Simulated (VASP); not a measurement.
A run of VASP 6.6.1 is set up as follows.

File INCAR:

```
PREC = Accurate
ENCUT = 600
EDIFF = 1E-6
ISMEAR = 0
SIGMA = 0.03
LREAL = F
LASPH = T
NELM = 80
ALGO = Normal
ISIF = 3
LWAVE = F
LCHARG = F
GGA = PS
IBRION = 2
NSW = 90
EDIFFG = -0.01
KPAR = 4
```

Contents of KPOINTS:

```
Automatic mesh
0
Gamma
  4 8 6
```

Contents of POSCAR:

```
SnS
1.0
   11.2000000000      0.0000000000      0.0000000000
    0.0000000000      3.9870000000      0.0000000000
    0.0000000000      0.0000000000      4.3340000000
Sn S
4 4
Direct
    0.1194000000      0.2500000000      0.1198000000
    0.3806000000      0.7500000000      0.6198000000
    0.6194000000      0.2500000000      0.3802000000
    0.8806000000      0.7500000000      0.8802000000
    0.8508000000      0.2500000000      0.4793000000
    0.6492000000      0.7500000000      0.9793000000
    0.3508000000      0.2500000000      0.0207000000
    0.1492000000      0.7500000000      0.5207000000
```

Potentials or basis: VASP PAW PBE potentials, release 64 (Sn_d, S).

The run is started by

```bash
$ cat potpaw_PBE.64/Sn_d/POTCAR potpaw_PBE.64/S/POTCAR > POTCAR
$ mpirun -np 4 vasp_std > vasp.out
```

Q: Predict the relaxed volume.

A: 23.42 Å³/atom.

Q: Predict the band gap on the k mesh.

A: 0.77 eV, indirect (least direct gap 1.08 eV).

Q: Estimate the relaxed cell.

A: a = 11.083 Å, b = 3.984 Å, c = 4.242 Å, α = 90.00°, β = 90.00°, γ = 90.00°.

Q: Predict the space group after relaxing (to 0.05 Å).

A: Pnma (No. 62).

Forces on the atoms (eV/Å):
```
Sn  -0.003  0.000 -0.009
Sn   0.003  0.000 -0.009
Sn  -0.003  0.000  0.009
Sn   0.003  0.000  0.009
S    0.001  0.000  0.002
S   -0.001  0.000  0.002
S    0.001  0.000 -0.002
S   -0.001  0.000 -0.002
```

Caveat: the PAW data sets were made with another functional, which shifts forces and pressure a little; spin-orbit coupling is left out, which moves the levels of the heavy elements. A k mesh can miss the band edges.
